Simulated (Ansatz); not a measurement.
Free-standing chains of the atoms of BAs, named by their start (strip: triangular double chain, ladder: square double chain); atoms and period are relaxed, and energies count from relaxed bulk BAs (F-43m, 13.90 Å³/atom, gap on the mesh 1.20 eV).

The calculation used DFT PBE, scalar-relativistic, plane waves, PAW (Ansatz 0.2.0).

Cutoff 420 eV, Gaussian smearing of 0.05 eV, energies at zero smearing, symmetry of each start kept, collinear spin where a moment is listed.

```tsv
start	atoms	k mesh	excess energy (eV per host atom)	period (Å)	gap on the mesh (eV)	highest filled level or Fermi level under vacuum (eV)	size of the moment (μB per cell)
linear chain	2	1×1×17	1.596	3.580	0.91	5.51	0.00
dimerised chain	2	1×1×17	1.596	3.581	0.91	5.51	0.00
zigzag chain	2	1×1×19	1.380	3.416	0.19	-	0.00
ladder chain	4	1×1×17	1.275	3.953	0.78	-	0.00
strip chain	2	1×1×32	1.983	2.448	0	-	0.12
```

An odd mesh misses points on the zone edge, so a gap read on it can be too wide.

Gaps under about 0.2 eV rest on few k points and may close between them. Each run keeps its start's symmetry and one magnetic start, so lower states can exist. Rows stand on unlike meshes and boxes, so starts that end alike can differ by a few hundredths of an eV per atom.

Cost: 5 runs of about 9.2 core-minutes in all, on Arm Neoverse V2 (shared hosts).